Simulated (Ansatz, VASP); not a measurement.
# Sn in VASP and in Ansatz

```
CELL_PARAMETERS angstrom
-1.90312 1.90312 1.90312
1.90312 -1.90312 1.90312
1.90312 1.90312 -1.90312
ATOMIC_POSITIONS crystal
Sn 0.00000 0.00000 0.00000
```

Alike in both runs: task single point; functional PBE; k mesh 15 × 15 × 15; occupations fermi-dirac, width 0.03 eV; no spin polarisation.

|  | VASP | Ansatz |
| --- | --- | --- |
| version | VASP 6.6.1 | Ansatz 0.2.0 |
| potentials or method | VASP PAW PBE potentials, release 64 (Sn_d), cutoff 520 eV | all-electron LAPW, non-relativistic |

|  | VASP | Ansatz | Ansatz less VASP |
| --- | --- | --- | --- |
| pressure (GPa) | 0.1 | -0.3 | -0.30 |

Ansatz ran all-electron here, so the differences hold the error of VASP's frozen core and of both bases.
